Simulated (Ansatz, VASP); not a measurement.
Given: the input of a run of VASP 6.6.1 on CuO.

Contents of INCAR:

```
  ALGO = Normal
  EDIFF = 1E-6
  ENCUT = 520
  GGA = PE
  ISIF = 2
  ISMEAR = -1
  LASPH = True
  LCHARG = False
  LREAL = False
  LWAVE = False
  NBANDS = 16
  NELM = 100
  PREC = Accurate
  SIGMA = 0.03
```

File KPOINTS:

```
k-points
0
Gamma
  6 6 6
```

File POSCAR:

```
CuO
1.0
    2.5525506100      0.0000000000      0.0000000000
    0.0000000000      2.5525506100      0.0000000000
    0.0000000000      0.0000000000      2.5525506100
Cu O
1 1
Direct
    0.0000000000      0.0000000000      0.0000000000
    0.5000000000      0.5000000000      0.5000000000
```

Potentials or basis: VASP PAW PBE potentials, release 64 (Cu, O).

Run with:

```bash
$ cat potpaw_PBE.64/Cu/POTCAR potpaw_PBE.64/O/POTCAR > POTCAR
$ mpirun -np 1 vasp_std > vasp.out
```

Q: Translate it to Ansatz 0.2.0. Potentials there: all-electron LAPW, scalar-relativistic.

A: As run (the cutoff follows the program's own potentials):

input.yaml

```yaml
crystal:
  lattice:
    - [2.55255061, 0.0, 0.0]
    - [0.0, 2.55255061, 0.0]
    - [0.0, 0.0, 2.55255061]
  atoms:
    - { symbol: Cu, position: [0.0, 0.0, 0.0] }
    - { symbol: O, position: [0.5, 0.5, 0.5] }
kpoints:
  mp_grid: { grid: [6, 6, 6] }
scf:
  occupations: { method: fermi_dirac, width: 0.03 }
hamiltonian:
  xc: pbe
  pseudopotentials: { kind: all_electron, lapw: { basis_error: 0.002 } }
output:
  forces: true
  stress: true
  eigenvalues: true
```

Potentials or basis: all-electron LAPW, scalar-relativistic.

Launch:

```sh
$ ansatz run input.yaml --threads 1 --pin off --max-ram 3072MiB --backend cpu --events-out ev --progress --plain --runs-dir out
```

Both were run:

|  | VASP | Ansatz | Ansatz less VASP |
| --- | --- | --- | --- |
| gap on the k mesh at the Fermi level (eV) | none | none | - |
| pressure (GPa) | 21.3 | 21.0 | -0.25 |

A gap of «none» marks a metal or a gap that the smearing closes. Ansatz ran all-electron here, so the differences hold the error of VASP's frozen core and of both bases.

Caveats: the k mesh is coarse (spacing up to 0.41 Å⁻¹), so the values aren't converged; so large a pressure means that the cell lies far from this level's equilibrium, or that cutoff or potentials fall short; an odd number of electrons without spin polarisation forces a metal; a magnetic or distorted state may lie lower; the run has no spin polarisation, though such a crystal can be magnetic; semilocal functionals often make such compounds metallic where correlation or magnetic order opens a gap, which also shifts bond lengths; the k mesh is thin for a metal, which can move the energy by tens of meV per atom (Ansatz).
